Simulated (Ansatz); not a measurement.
# 5-layer 2H-WS2 (2H stacking) in a perpendicular field, part 2 of 3

What dipole does a perpendicular field induce in the 5-layer 2H-WS2 (2H stacking), and does the gap follow? A positive field points along +c.

Ansatz 0.2.0; plane-wave DFT, PBE-D4, Ansatz PAW.

So far. Step 2 (Relaxation): The lattice constant a goes from 3.180 to 3.156 Å.

## 3. Single point, field 0

A sawtooth potential applies the field, turning back in the middle of the vacuum. With the dipole correction the typed value is the field outside the slab. The induced dipole is small, so the SCF threshold is tight.

The cell differs from the one that the last finished run ended in (c 82.556 → 45.552 Å).

File input.yaml:

```yaml
crystal:
  lattice:
    - [3.1560698688, 0.0, 0.0]
    - [-1.5780349344, 2.7332366825, 0.0]
    - [0.0, 0.0, 45.5520634438]
  atoms:
    - { symbol: S, position: [0.3333333333, 0.6666666667, 0.197576121] }
    - { symbol: W, position: [0.0, 0.0, 0.2321806605] }
    - { symbol: S, position: [0.3333333333, 0.6666666667, 0.2667492803] }
    - { symbol: S, position: [0.0, 0.0, 0.3315444903] }
    - { symbol: W, position: [0.3333333333, 0.6666666667, 0.3661149118] }
    - { symbol: S, position: [0.0, 0.0, 0.4006856427] }
    - { symbol: S, position: [0.3333333333, 0.6666666667, 0.4654291341] }
    - { symbol: W, position: [0.0, 0.0, 0.5] }
    - { symbol: S, position: [0.3333333333, 0.6666666667, 0.5345708659] }
    - { symbol: S, position: [0.0, 0.0, 0.5993143573] }
    - { symbol: W, position: [0.3333333333, 0.6666666667, 0.6338850882] }
    - { symbol: S, position: [0.0, 0.0, 0.6684555097] }
    - { symbol: S, position: [0.3333333333, 0.6666666667, 0.7332507197] }
    - { symbol: W, position: [0.0, 0.0, 0.7678193395] }
    - { symbol: S, position: [0.3333333333, 0.6666666667, 0.802423879] }
kpoints:
  mp_grid: { grid: [18, 18, 1] }
  band_path:
    path: [[0, 0, 0], [0.5, 0, 0], [0.33333333, 0.33333333, 0], [0, 0, 0]]
    npoints: 16
hamiltonian:
  xc: pbe
  dispersion: d4
scf:
  occupations: { method: fermi_dirac, width: 0.05 }
  convergence: { dr2_threshold: 1.0e-10 }
efield:
  axis: 3
  dipole_correction: true
  ramp_position: 0.97
  ramp_width: 0.06
  amplitude: 0
output:
  dos: { projected: true, e_range: [-6, 5] }
  bader: true
  write_potential: true
  write_density: true
  volumetric_format: npy
  elf: true
```

Run with:

```sh
> ansatz run input.yaml --threads 8 --pin off --max-ram 12288MiB --backend cpu --events-out ev --progress --plain --runs-dir out
```

Numbers of over 12 decimals in the logs are rounded to 6 here.

The program printed:

```text
[...]
Crystal: 15 atoms, lattice volume = 392.945 Å³
Basis set: ecut = 420 eV, 7593 PW (Γ)
Bands: 80, of which v1, the nominal top of the filled ones, is band 65 counted from 1 (64 counted from 0)
Symmetry: 6 space group operations
k-points: 37 of 324 (time reversal used)
[...]
SCF iter   1: F=—  HF=-60963.267623 eV  |F-HF|=—  |Δ(HF+E_count)|=         —  Δρ=4.38e-3  dr2=7.88e-2  ethr=1.77e-3  p=0.000 e·Å  D=7.32e-14 V/Å  ΔV_dip=-0.00 eV  dr2_dipole=5.18e-7  V_vac-E_F(+/−)=4.64/4.64 eV  ⟨swp⟩=7.4  Hψ=13568  notcnv=0
efield: sawtooth ramp at fractional position 0.9700 (set: `efield.ramp_position`, or a place that a band, a saddle search or an elastic batch's reference lends), width 0.0600; the density the first Hamiltonian is built on has a dipole p = 0.000 e·Å; the dipole correction subtracts the counter field D = 7.32e-14 V/Å, which shifts the + side's vacuum level by -0.00 eV against the − side's; the planar-averaged density in the ramp window peaks in size at 3.4e-5 e/Å³
[...]
SCF iter   2: F=—  HF=-60963.279087 eV  |F-HF|=—  |Δ(HF+E_count)|=   1.15e-2  Δρ=2.36e-3  dr2=1.12e-2  ethr=6.06e-5  p=0.000 e·Å  D=6.44e-5 V/Å  ΔV_dip=-0.00 eV  dr2_dipole=4.85e-7  V_vac-E_F(+/−)=4.74/4.75 eV  ⟨swp⟩=2.3  Hψ=5332  notcnv=0  defer=147
[...]
SCF iter  12: F=-60963.290484 eV  HF=-60963.290484 eV  |F-HF|=1.46e-11  |Δ(HF+E_count)|=  1.46e-11  Δρ=9.06e-8  dr2=7.76e-11  ethr=1.00e-12  p=-0.000 e·Å  D=-6.06e-8 V/Å  ΔV_dip=0.00 eV  dr2_dipole=1.69e-13  V_vac-E_F(+/−)=4.61/4.61 eV  ⟨swp⟩=9.1  Hψ=10714  notcnv=0
SCF 1 converged in 12 iterations: F = -60963.290484 eV  dr2 = 7.76e-11
[...]
NSCF: frozen V_eff on 49 k-points
efield: sawtooth ramp at fractional position 0.9700 (kept from the solve that this one continues, or follows in the run), width 0.0600; the density the first Hamiltonian is built on has a dipole p = -0.000 e·Å; the dipole correction subtracts the counter field D = -6.06e-8 V/Å, which shifts the + side's vacuum level by +0.00 eV against the − side's; the planar-averaged density in the ramp window peaks in size at 6.9e-7 e/Å³
[...]
SCF converged after 12 iterations
Free energy (F): -60963.290484 eV
[...]
Internal energy: -60963.290482 eV  (E = F + TS)
E sigma→0 (E₀):  -60963.290483 eV
Entropy (-TS):   -0.000001 eV (-0.000 meV/atom)
Fermi energy:    6.754702 eV
Dipole field:    D = 0.000000 V/Å  (p = 0.000001 e·Å, saw-weighted, corrected)
Work function:   Φ+ = 4.6148 eV   Φ− = 4.6148 eV
Levels:          The Fermi level and band energies are counted from a zero that moves with the ramp; work functions are not
[...]
--- Band table (eV; the first three rows and the last of 37) ---
  k-point 0: bands = [... 61 lower, 5.5862, 5.9233, 6.1577, 6.2919, 8.5896, 8.5896, 8.5906, 8.5906, ... 11 higher]
  k-point 1: bands = [... 61 lower, 5.5688, 5.8725, 6.0773, 6.1910, 8.5503, 8.5552, 8.5634, 8.5718, ... 11 higher]
  k-point 2: bands = [... 61 lower, 5.4767, 5.6951, 5.8284, 5.8953, 8.2730, 8.3035, 8.3593, 8.4183, ... 11 higher]
  k-point 36: bands = [... 61 lower, 5.6014, 5.6595, 5.7183, 5.7604, 7.6033, 7.6033, 7.6034, 7.6123, ... 11 higher]
--- Bader charges: 15 sites ---
  site symbol  charge [e]  shift [e]
     0      S     -0.6845     0.0025
     1      W      1.3681     0.0050
     2      S     -0.6838     0.0025
     3      S     -0.6828     0.0025
     4      W      1.3658     0.0050
     5      S     -0.6829     0.0025
     6      S     -0.6829     0.0025
     7      W      1.3657     0.0050
     8      S     -0.6829     0.0025
     9      S     -0.6829     0.0025
    10      W      1.3657     0.0050
    11      S     -0.6827     0.0025
    12      S     -0.6838     0.0025
    13      W      1.3681     0.0050
    14      S     -0.6845     0.0025
  estimated error of the sums over rays = 3.8e-4 e
```

Wall time 60 s (8 threads of Arm Neoverse V1, shared host); peak memory 2.4 GiB; 7.9 min of CPU time.

In the SCF lines HF is the Harris–Foulkes energy and dr2 the Hartree energy of the density residual, in eV; the loop may stop once dr2 is under the threshold and the program's other checks hold. Hψ counts applications of the Hamiltonian.

This step gave:

```
dipole along the normal            : 7.25e-7 e·Å
gap along the path                 : 1.016 eV
smallest direct gap along the path : 1.843 eV
ionisation energy, upper face      : 5.078 eV
electron affinity, upper face      : 4.062 eV
gap, the smaller of path and mesh  : 1.016 eV
```

Running mean over a fixed 2.7 Å (it still follows the layers) of the planar mean; the ramp of the sawtooth is left out. Table of electron's electrostatic potential energy less the Fermi level by z:

| z (Å) | electron's electrostatic potential energy less the Fermi level (eV) |
| --- | --- |
| 4 | 4.61 |
| 5 | 4.61 |
| 6 | 4.58 |
| 7 | 3.81 |
| 8 | -0.691 |
| 9 | -6.33 |
| 10 | -12.0 |
| 11 | -12.0 |
| 12 | -7.61 |
| 13 | -2.02 |
| 14 | -1.45 |
| 15 | -5.63 |
| 16 | -11.9 |
| 17 | -12.0 |
| 18 | -8.43 |
| 19 | -2.34 |
| 20 | -1.33 |
| 21 | -4.94 |
| 22 | -11.7 |
| 23 | -12.0 |
| 24 | -9.20 |
| 25 | -2.68 |
| 26 | -1.25 |
| 27 | -4.31 |
| 28 | -11.4 |
| 29 | -12.0 |
| 30 | -9.93 |
| 31 | -3.05 |
| 32 | -1.19 |
| 33 | -3.74 |
| 34 | -10.9 |
| 35 | -12.0 |
| 36 | -10.6 |
| 37 | -3.32 |
| 38 | 1.59 |
| 39 | 4.42 |
| 40 | 4.61 |
| 41 | 4.61 |

The density of states has structure finer than the step of the table below, so its rows give means over 0.25 eV, whole bins alone (the curve runs from -6 to 1.61 eV). Peaks (eV: height): -5.500: 26.4, -5.340: 24.7, -5.200: 22.9, -4.480: 32.8, -4.290: 18.1, -3.300: 25.4, -1.950: 24.5.

Table of density of states by energy, zero at the Fermi level of the run, which the smearing sets inside the gap; means over each step:

energy (eV), density of states (states/eV a cell) and a bar:
```
    -5.75        9.6 #############
    -5.50       15.2 #####################
    -5.25       15.2 #####################
    -5.00        7.2 ##########
    -4.75        9.7 #############
    -4.50       19.2 ##########################
    -4.25       11.9 ################
    -4.00        7.6 ##########
    -3.75        8.6 ############
    -3.50       11.6 ################
    -3.25       21.9 ##############################
    -3.00       13.4 ##################
    -2.75       12.9 ##################
    -2.50        9.1 ############
    -2.25        6.0 ########
    -2.00       15.6 #####################
    -1.75       10.5 ##############
    -1.50        7.0 ##########
    -1.25        3.7 #####
    -1.00        1.1 ##
    -0.75        0.6 #
    -0.50        0.1 
    -0.25        0.0 
     0.00        0.0 
     0.25        0.0 
     0.50        0.3 
     0.75        2.4 ###
     1.00        6.7 #########
     1.25       10.0 ##############
```

Projected DOS per atom over height of the atomic layer and energy from the Fermi level. Layers: S W S S W S S W S S W S S W S from below.

Ten even steps from '0' (0.00 states/eV) to '9' (2.00 states/eV), each cell a mean:
```
392292292292293
151151151151151
010010010010010
000000000000000
000000000000000
000000000000000
000000000000000
000000000000000
030020020020030
161151151151161
282282282282282
212212212212212
525525525525525
635535535535536
545545545545545
232232232232232
232232232232232
565555555555565
322323323323223
332333333333233
655444444444556
222323323323222
```
Columns: height of the atomic layer (Å) from 9 to 36.6 (not evenly spaced); rows upwards: energy from the Fermi level (eV) from -5.96 to 1.6.

Electronic bands along the path, in eV, zero at the Fermi level of the run, which the smearing sets inside the gap:

```
  point  band 62  band 63  band 64  band 65  band 66  band 67  band 68  band 69
      Γ    -1.17    -0.83    -0.60    -0.46     1.83     1.83     1.84     1.84
halfway    -2.01    -1.97    -1.94    -1.94     0.93     1.08     1.28     1.38
      M    -2.10    -2.04    -2.00    -1.98     1.86     1.87     1.89     1.90
halfway    -1.59    -1.52    -1.45    -1.41     1.50     1.52     1.55     1.58
      K    -1.15    -1.10    -1.04    -0.99     0.85     0.85     0.85     0.86
halfway    -1.98    -1.96    -1.95    -1.95     0.55     0.71     0.92     1.14
      Γ    -1.17    -0.83    -0.60    -0.46     1.83     1.83     1.84     1.84
```

Valence density in the ca plane at fractional y = 0.667, with atoms of S and W within 0.2 Å of it. It is the smooth field of the valence electrons, not physical close to the nuclei.

Ten steps, logarithmic in the rise over the least value, from '0' (0.0 e/Å³) to '9' (5.0 e/Å³), each cell a mean:
```
00000000000000000123344565443321113455544444
00000000000000000122334565433321113455544444
00000000000000001234554455455442112344445554
00000000000000001356665444566654211234468985
00000000000000002466566434565665311123589997
00000000000000002466566434565565311123589997
00000000000000001356665444566664211234579986
00000000000000001235555455455543112344456654
```
Columns run along c (16.0 Å, from fractional 0.04 to 0.39 of the cell), rows up along a (3.2 Å). Atoms in or near the plane, at fractional coordinates: S at (0.20, 0.33), S at (0.27, 0.33), W at (0.37, 0.33).

Electrostatic potential energy in the ca plane at fractional y = 0.667, with atoms of S and W within 0.2 Å of it. With pseudopotentials it is smooth inside the atoms' cores, unlike the true potential.

Values in eV, 5 rows by 16 columns, each cell a mean:
```
 11  11  11  11  11  11  10   7  -6  -5   7  10   8  -1   4   4
 11  11  11  11  11  11   8   1  -2  -1   1   9   9   3  -3  -3
 11  11  11  11  11  11  -2 -26   0  -2 -27   0  10   6 -26 -27
 11  11  11  11  11  11  -5 -29  -2  -4 -29  -3  10   6 -30 -30
 11  11  11  11  11  11   6  -8   0   0  -8   7   9   5 -12 -12
```
Columns run along c (16.0 Å, from fractional 0.04 to 0.39 of the cell; values clipped at the 3rd and 97th percentile), rows up along a (3.2 Å). Atoms in or near the plane, at fractional coordinates: S at (0.20, 0.33), S at (0.27, 0.33), W at (0.37, 0.33).

ELF in the ca plane at fractional y = 0.667, with atoms of S and W within 0.2 Å of it. It is the smooth field of the valence electrons, not physical close to the nuclei.

Values, 5 rows by 16 columns, each cell a mean:
```
0.00 0.00 0.00 0.00 0.00 0.01 0.10 0.26 0.24 0.24 0.26 0.08 0.49 0.74 0.43 0.42
0.00 0.00 0.00 0.00 0.00 0.11 0.47 0.62 0.30 0.32 0.62 0.33 0.34 0.66 0.34 0.34
0.00 0.00 0.00 0.00 0.03 0.45 0.88 0.59 0.47 0.50 0.59 0.75 0.09 0.27 0.49 0.49
0.00 0.00 0.00 0.00 0.04 0.51 0.90 0.40 0.48 0.50 0.40 0.81 0.07 0.21 0.50 0.50
0.00 0.00 0.00 0.00 0.01 0.22 0.71 0.77 0.38 0.41 0.77 0.52 0.23 0.54 0.37 0.36
```
Columns run along c (16.0 Å, from fractional 0.04 to 0.39 of the cell), rows up along a (3.2 Å). Atoms in or near the plane, at fractional coordinates: S at (0.20, 0.33), S at (0.27, 0.33), W at (0.37, 0.33).

The gap is 1.02 eV, with the valence edge 5.08 eV and the conduction edge 4.06 eV under the upper vacuum level. Spin-orbit coupling, left out in this run, matters for the bands of elements this heavy.

## 4. Atoms held, field 0.1 V/Å

input.yaml, as its differences from that of step 3:

```diff
@@ -37,6 +37,4 @@
   ramp_width: 0.06
-  amplitude: 0
+  amplitude: 0.1
 output:
-  dos: { projected: true, e_range: [-6, 5] }
-  bader: true
   write_potential: true
@@ -44,2 +42 @@
   volumetric_format: npy
-  elf: true
```

The program printed:

```text
[...]
Crystal: 15 atoms, lattice volume = 392.945 Å³
Basis set: ecut = 420 eV, 7593 PW (Γ)
Bands: 80, of which v1, the nominal top of the filled ones, is band 65 counted from 1 (64 counted from 0)
Symmetry: 6 space group operations
k-points: 37 of 324 (time reversal used)
[...]
k-point 0: bands = [... 61 lower, 5.5842, 5.9142, 6.1482, 6.3415, 8.4274, 8.4274, 8.4949, 8.4949, ... 11 higher]
  k-point 1: bands = [... 61 lower, 5.5647, 5.8611, 6.0672, 6.2467, 8.3794, 8.4336, 8.4675, 8.4700, ... 11 higher]
  k-point 2: bands = [... 61 lower, 5.4672, 5.6748, 5.8200, 5.9714, 8.1315, 8.2661, 8.3228, 8.3423, ... 11 higher]
  k-point 36: bands = [... 61 lower, 5.5576, 5.6530, 5.7534, 5.8863, 7.4239, 7.5093, 7.6031, 7.6970, ... 11 higher]
[key lines of the parts left out:]
SCF converged after 15 iterations
Free energy (F): -60963.296623 eV
Fermi energy:    6.751534 eV
Dipole field:    D = 0.056544 V/Å  (p = 0.122789 e·Å, saw-weighted, corrected)
```

Run time: 48 s. Hardware: 8 threads; peak memory 2.2 GiB.

The dipole is 0.123 e·Å, and the gap 0.909 eV.

## 5. Single point, field -0.1 V/Å

input.yaml, as its differences from that of step 4:

```diff
@@ -37,3 +37,3 @@
   ramp_width: 0.06
-  amplitude: 0.1
+  amplitude: -0.1
 output:
```

The program printed:

```text
[...]
Crystal: 15 atoms, lattice volume = 392.945 Å³
Basis set: ecut = 420 eV, 7593 PW (Γ)
Bands: 80, of which v1, the nominal top of the filled ones, is band 65 counted from 1 (64 counted from 0)
Symmetry: 6 space group operations
k-points: 37 of 324 (time reversal used)
[...]
k-point 0: bands = [... 61 lower, 5.5842, 5.9142, 6.1482, 6.3415, 8.4274, 8.4274, 8.4949, 8.4949, ... 11 higher]
  k-point 1: bands = [... 61 lower, 5.5647, 5.8611, 6.0672, 6.2467, 8.3794, 8.4336, 8.4675, 8.4700, ... 11 higher]
  k-point 2: bands = [... 61 lower, 5.4672, 5.6748, 5.8200, 5.9714, 8.1315, 8.2661, 8.3228, 8.3423, ... 11 higher]
  k-point 36: bands = [... 61 lower, 5.5576, 5.6530, 5.7534, 5.8863, 7.4239, 7.5093, 7.6031, 7.6970, ... 11 higher]
[key lines of the parts left out:]
SCF converged after 15 iterations
Free energy (F): -60963.296623 eV
Fermi energy:    6.751534 eV
Dipole field:    D = -0.056544 V/Å  (p = -0.122789 e·Å, saw-weighted, corrected)
```

Run time: 48 s. Hardware: 8 threads; peak memory 2.2 GiB.

The dipole is -0.123 e·Å, and the gap 0.909 eV.

## 6. Atoms held, field 0.2 V/Å

input.yaml, as its differences from that of step 5:

```diff
@@ -37,3 +37,3 @@
   ramp_width: 0.06
-  amplitude: -0.1
+  amplitude: 0.2
 output:
```

The program printed:

```text
[...]
Crystal: 15 atoms, lattice volume = 392.945 Å³
Basis set: ecut = 420 eV, 7593 PW (Γ)
Bands: 80, of which v1, the nominal top of the filled ones, is band 65 counted from 1 (64 counted from 0)
Symmetry: 6 space group operations
k-points: 37 of 324 (time reversal used)
[...]
k-point 0: bands = [... 61 lower, 5.5717, 5.8939, 6.1564, 6.4459, 8.2414, 8.2414, 8.3473, 8.3473, ... 11 higher]
  k-point 1: bands = [... 61 lower, 5.5468, 5.8374, 6.0808, 6.3579, 8.1889, 8.2513, 8.3004, 8.3405, ... 11 higher]
  k-point 2: bands = [... 61 lower, 5.4320, 5.6475, 5.8553, 6.1015, 7.9502, 8.1125, 8.1739, 8.2359, ... 11 higher]
  k-point 36: bands = [... 61 lower, 5.4653, 5.6517, 5.8406, 6.0610, 7.2362, 7.4154, 7.6024, 7.7896, ... 11 higher]
[key lines of the parts left out:]
SCF converged after 15 iterations
Free energy (F): -60963.315044 eV
Fermi energy:    6.744018 eV
Dipole field:    D = 0.113138 V/Å  (p = 0.245684 e·Å, saw-weighted, corrected)
```

The job ended after 49 s (8 threads; peak memory 2.2 GiB; 6.4 min of CPU time).

The dipole is 0.246 e·Å, and the gap 0.683 eV.

## 7. Atoms held, field -0.2 V/Å

input.yaml, as its differences from that of step 6:

```diff
@@ -37,3 +37,3 @@
   ramp_width: 0.06
-  amplitude: 0.2
+  amplitude: -0.2
 output:
```

The program printed:

```text
[...]
Crystal: 15 atoms, lattice volume = 392.945 Å³
Basis set: ecut = 420 eV, 7593 PW (Γ)
Bands: 80, of which v1, the nominal top of the filled ones, is band 65 counted from 1 (64 counted from 0)
Symmetry: 6 space group operations
k-points: 37 of 324 (time reversal used)
[...]
k-point 0: bands = [... 61 lower, 5.5717, 5.8939, 6.1564, 6.4459, 8.2414, 8.2414, 8.3473, 8.3473, ... 11 higher]
  k-point 1: bands = [... 61 lower, 5.5468, 5.8374, 6.0808, 6.3579, 8.1889, 8.2513, 8.3004, 8.3405, ... 11 higher]
  k-point 2: bands = [... 61 lower, 5.4320, 5.6475, 5.8553, 6.1015, 7.9502, 8.1125, 8.1739, 8.2359, ... 11 higher]
  k-point 36: bands = [... 61 lower, 5.4653, 5.6517, 5.8406, 6.0610, 7.2362, 7.4154, 7.6024, 7.7896, ... 11 higher]
[key lines of the parts left out:]
SCF converged after 15 iterations
Free energy (F): -60963.315044 eV
Fermi energy:    6.744018 eV
Dipole field:    D = -0.113137 V/Å  (p = -0.245684 e·Å, saw-weighted, corrected)
```

It took 48 s on 8 threads; peak memory 2.2 GiB.

The dipole is -0.246 e·Å, and the gap 0.683 eV.

## 8. Single point, field 0.35 V/Å

input.yaml, as its differences from that of step 7:

```diff
@@ -37,4 +37,6 @@
   ramp_width: 0.06
-  amplitude: -0.2
+  amplitude: 0.35
 output:
+  dos: { projected: true, e_range: [-6, 5] }
+  bader: true
   write_potential: true
@@ -42 +44,2 @@
   volumetric_format: npy
+  elf: true
```

The program printed:

```text
[...]
Crystal: 15 atoms, lattice volume = 392.945 Å³
Basis set: ecut = 420 eV, 7593 PW (Γ)
Bands: 80, of which v1, the nominal top of the filled ones, is band 65 counted from 1 (64 counted from 0)
Symmetry: 6 space group operations
k-points: 37 of 324 (time reversal used)
[...]
1      W      1.3677     0.0050
     2      S     -0.6752     0.0025
     3      S     -0.6913     0.0025
     4      W      1.3656     0.0050
     5      S     -0.6745     0.0025
     6      S     -0.6912     0.0025
     7      W      1.3656     0.0050
[...]
11      S     -0.6740     0.0025
    12      S     -0.6925     0.0025
    13      W      1.3684     0.0050
    14      S     -0.6691     0.0025
  estimated error of the sums over rays = 4.0e-4 e
[key lines of the parts left out:]
SCF converged after 16 iterations
Free energy (F): -60963.365874 eV
Fermi energy:    6.729808 eV
Dipole field:    D = 0.199753 V/Å  (p = 0.433774 e·Å, saw-weighted, corrected)
```

Run time: 67 s. Hardware: 8 threads; peak memory 2.4 GiB; 8.8 min of CPU time.

The dipole is 0.434 e·Å, and the gap 0.323 eV.

[end of part 2 of 3]

[Logs are printed without paths, hosts, clocks, repeated set-up lines and the standing remarks that a program may print on its own settings, such as how far it seeks lower states.]

[Hosts, paths, dates, database ids (printed as entryN), source tags and the programs' standing remarks are cut or masked in the printed files.]

[Maps of the electrostatic potential energy from Ansatz leave out the sawtooth potential of an applied field or a dipole correction, so their vacuum need not be flat; planar profiles and work functions include it.]

[The density of states shown here was stored with 400 of the rows of the run's finer table, so its peaks can read low, often by over a quarter, or be missed, and its means over a window can be off by a tenth or more.]
